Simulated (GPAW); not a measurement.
Ni:

```
Ni
1.0
     0.00000    1.73757    1.73757
     1.73757    0.00000    1.73757
     1.73757    1.73757    0.00000
Ni
1
Direct
  0.00000 0.00000 0.00000
```

Program: GPAW 26.7.0. Alike in all runs: spin collinear, ferromagnetic start; cell as given; k mesh 13 × 13 × 13; cutoff (eV) 600.

Task: Order these runs on this cell by their pressure, lowest first.
A. level PBEsol+U; potentials or basis PAW data sets generated in the run's folder for this functional, pw; U Ni d U = 4 eV; smearing fermi-dirac 0.05 eV; band path GXWKGLUWLK,UX; band points 80
B. level PBE; potentials or basis GPAW PAW data sets (gpaw-data 1.2.1), pw; smearing gaussian 0.011 eV
C. level r2SCAN; potentials or basis GPAW PAW data sets (gpaw-data 1.2.1), pw; smearing fermi-dirac 0.05 eV; band path GXWKGLUWLK,UX; band points 80
D. level revPBE; potentials or basis the program's PAW data sets (release 1.2.1) made for this functional, pw; smearing fermi-dirac 0.05 eV; band path GXWKGLUWLK,UX; band points 80
E. level LDA; potentials or basis the program's PAW data sets (release 1.2.1) made for this functional, pw; smearing gaussian 0.02 eV

Result: E (-8.4 GPa), A (-0.4 GPa), C (4.1 GPa), B (10.5 GPa), D (15.3 GPa).

Caveats: the stock nickel data set gives pressures a few GPa off other programs; the PAW data sets were made with another functional, which shifts forces and pressure a little (some runs); the U is typed as a test and isn't derived for this compound (some runs); so large a pressure means that the cell lies far from this level's equilibrium, or that cutoff or potentials fall short (some runs).

Not every run made on this cell is shown here.
